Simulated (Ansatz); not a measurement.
**SnSe (zincblende type): optics inputs, tried as typed**

Aim: run 1 optics input for SnSe (zincblende type) as typed, and read from each log whether it ends well.

Program: Ansatz 0.2.0. Level of theory: plane waves, PAW; settings as the input shows. These are calculated values, not measurements.

## 1. Starting point

It takes space group F-43m (No. 216, cubic). Conventional cell: a = 6.728 Å, b = 6.728 Å, c = 6.728 Å, α = 90.00°, β = 90.00°, γ = 90.00°. Sn (site symmetry -43m) has 4 Se at 2.91 Å in its first shell of neighbours. Se (site symmetry -43m) is surrounded by 4 Sn at 2.91 Å.

As a file:

```
Sn Se
1.0
     0.00000    3.36398    3.36398
     3.36398    0.00000    3.36398
     3.36398    3.36398    0.00000
Sn Se
1 1
Direct
  0.00000 0.00000 0.00000
  0.25000 0.25000 0.25000
```

Cell and atoms come from an earlier r2SCAN relaxation. No run includes spin-orbit coupling, which matters for Sn.

For scale, an earlier run with the standard settings (PBE, 6×6×6, gaussian width 0.1 eV, scissors 0 eV) gave tallest peak of ε₂: 28.3 at 3.85 eV.

## 2. Run 1

Input file input.yaml:

```yaml
crystal:
  lattice:
    - [0.0, 3.3639842963, 3.3639842963]
    - [3.3639842963, 0.0, 3.3639842963]
    - [3.3639842963, 3.3639842963, 0.0]
  atoms:
    - { symbol: Sn, position: [0.0, 0.0, 0.0] }
    - { symbol: Se, position: [0.25, 0.25, 0.25] }
kpoints:
  mp_grid: { grid: [4, 4, 4] }
hamiltonian:
  xc: r2scan
scf:
  occupations: { method: fermi_dirac, width: 0.02 }
output:
  optics:
    e_range: [2, 15]
    de: 0.2
    sigma: 0.03
    scissors: 0
    scheme: fermi_dirac
    drude_damping: 0.1
    bands: auto
    eta: 0.1
```

Launch:

```bash
> ansatz run input.yaml --threads 4 --pin off --max-ram 3686MiB --backend cpu --events-out ev --progress --plain --runs-dir out
```

Standard output:

```text
Error: YAML parse error: error: line 24 column 5: unknown field `eta`, expected one of e_range, de, sigma, scheme, scissors, drude_damping, nscf_kmesh, kdotp_interpolation, bands, direct_gap_floor, off_mesh_gap_check, smearing_carriers
  --> <input>:24:5
   |
22 |     drude_damping: 0.1
23 |     bands: auto
24 |     eta: 0.1
   |     ^ unknown field `eta`, expected one of e_range, de, sigma, scheme, scissors, drude_damping, nscf_kmesh, kdotp_interpolation, bands, direct_gap_floor, off_mesh_gap_check, smearing_carriers
25 | checkpoint: { write: ck, compress: false, write_wavefunctions: false,…
   |
```

Wall time 0.04 s (4 threads of Arm Neoverse N1, shared host); peak memory 0.022 GiB.

**Diagnosis.** The program refused the input. Optics has no key eta. To mend it, remove it; the width is sigma.

## 3. How the runs ended

```tsv
run	settings	ended	fault	time
1	r2SCAN, 4×4×4, fermi-dirac width 0.03 eV, scissors 0 eV	refused	optics has no key eta	0.04 s
```

**Reading.** 1 refused. No run passed without a fault or warning, so no result is quoted.
